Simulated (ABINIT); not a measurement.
Runs of ABINIT 10.8.3 (patched build) on MgB2. It takes space group P6/mmm (No. 191, hexagonal). The conventional cell has a = 3.085 Å, b = 3.085 Å, c = 3.523 Å, α = 90.00°, β = 90.00°, γ = 120.00°. Mg (site symmetry 6/mmm) has 12 B at 2.51 Å as nearest neighbours. B (site symmetry -6m2) has 3 B at 1.78 Å as nearest neighbours. 

```csv
task,level,potentials or basis,cell,cutoff (eV),cell freedom (optcell),optimiser (ionmov),cutoff smearing ecutsm (Ha),force stop (Ha/bohr),gap on the mesh (eV),pressure (GPa)
single point,LDA,PseudoDojo NC SR LDA v0.4.1 standard,as given,1088,-,-,-,-,none,-7.4
single point,PBEsol,PseudoDojo NC SR PBEsol v0.4.1 standard,cell relaxed,1143,-,-,-,-,none,0.0
single point,PBEsol,PseudoDojo NC SR PBEsol v0.4.1 standard,as given,1034,-,-,-,-,none,(a)
relaxation of cell and atoms,PBEsol,PseudoDojo NC SR PBEsol v0.4.1 standard,relaxed,1143,2,2,0.5,2e-05,none,0.0
```

Alike in all rows: no spin polarisation; k mesh 8 × 8 × 6; smearing fermi-dirac 0.05 eV.

**Question.** Estimate the missing entries.

**Answer.** (a) -3.3.

A gap of «none» marks a metal or a gap under the smearing width.

Runs at the PBE level aren't shown here.
